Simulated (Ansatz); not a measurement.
Crystal: HfC.

```
Hf C
1.0
     0.00000    2.32500    2.32500
     2.32500    0.00000    2.32500
     2.32500    2.32500    0.00000
Hf C
1 1
Direct
  0.50000 0.50000 0.50000
  0.00000 0.00000 0.00000
```

Base run:

- Program: Ansatz 0.2.0
- Functional: PBEsol
- Potentials or basis: all-electron LAPW, inner shells corrected to Dirac's equation
- Cutoff: 302 eV (chosen from the basis error)
- Basis error allowed: 0.001 eV/atom
- k mesh: 10 × 10 × 10
- Occupations: fermi-dirac, width 0.05 eV
- Spin: no spin polarisation

Its results: pressure -6.4 GPa.

**Question.** The run is repeated on the same cell with these changes: potentials or basis from all-electron LAPW, inner shells corrected to Dirac's equation to all-electron LAPW, non-relativistic. What comes out?

**Answer.** Pressure 4.9 GPa.

Caveats: relativity is left out, which matters for the heavier elements (some runs).
